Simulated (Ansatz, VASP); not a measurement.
## Two plane-wave programs on MgS

```
CELL_PARAMETERS angstrom
0.00000 2.88749 2.88749
2.88749 0.00000 2.88749
2.88749 2.88749 0.00000
ATOMIC_POSITIONS crystal
Mg 0.00000 0.00000 0.00000
S 0.25000 0.25000 0.25000
```

Change from the starting cell: hydrostatic strain +2.0%.

Alike in both runs: task single point; functional PBE; k mesh 8 × 8 × 8; occupations fermi-dirac, width 0.02 eV; no spin polarisation.

|  | VASP | Ansatz |
| --- | --- | --- |
| version | VASP 6.6.1 | Ansatz 0.2.0 |
| potentials or method | VASP PAW PBE potentials, release 64 (Mg, S) | plane waves, PAW |
| plane-wave cutoff (eV) | 520 | 420 |
| valence electrons in the cell | 8 | 16 |

```csv
,VASP,Ansatz,Ansatz less VASP
gap on the k mesh at the Fermi level (eV),3.17,3.18,+0.009
pressure (GPa),-2.2,-2.1,+0.15
```

The functional is the same, so the differences come from potentials, cutoffs and numerics. The two sets of potentials don't hold the same shells in valence.
